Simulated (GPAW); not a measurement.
A run of GPAW 26.7.0:

run.py

```python
from ase.filters import FrechetCellFilter
from ase.io import read, write
from ase.optimize import BFGS
from gpaw import GPAW, PW

atoms = read('Si.xyz')

calc = GPAW(mode=PW(600),
            xc='LDA',
            kpts={'size': (8, 8, 8), 'gamma': True},
            occupations={'name': 'fermi-dirac', 'width': 0.05},
            nbands=11,
            convergence={'density': 1e-05, 'forces': 0.0001},
            maxiter=150,
            txt='gpaw.txt')
atoms.calc = calc
opt = BFGS(FrechetCellFilter(atoms), trajectory='relax.traj', logfile='-')
done = opt.run(fmax=0.02, steps=40)
calc.write('gs.gpw')
write('result.traj', atoms)
print('Converged:', done)
print('Cell:', atoms.cell.cellpar().round(4))
print('Volume:', round(atoms.get_volume(), 4))
print(atoms.get_scaled_positions().round(5))
```

Si.xyz

```xyz
2
Lattice="0.0000000000 2.7218511865 2.7218511865 2.7218511865 0.0000000000 2.7218511865 2.7218511865 2.7218511865 0.0000000000" Properties=species:S:1:pos:R:3 pbc="T T T"
Si     2.7218511865      2.7218511865      2.7218511865
Si     4.0827767798      4.0827767798      4.0827767798
```

Potentials or basis: the program's PAW data sets (release 1.2.1) made for this functional, pw.

The run is started by

```bash
$ OMP_NUM_THREADS=1 python run.py
```

Hardware: 1 thread of Arm Neoverse V1, on a shared host.

Q: How long does it take, and how much memory?

A: Wall time 23 s on 1 thread of Arm Neoverse V1, with other jobs on the host, peak memory 0.16 GiB. Counts: scf iterations 24, plane waves 1365, bands 11, k points 29, ion steps 3.
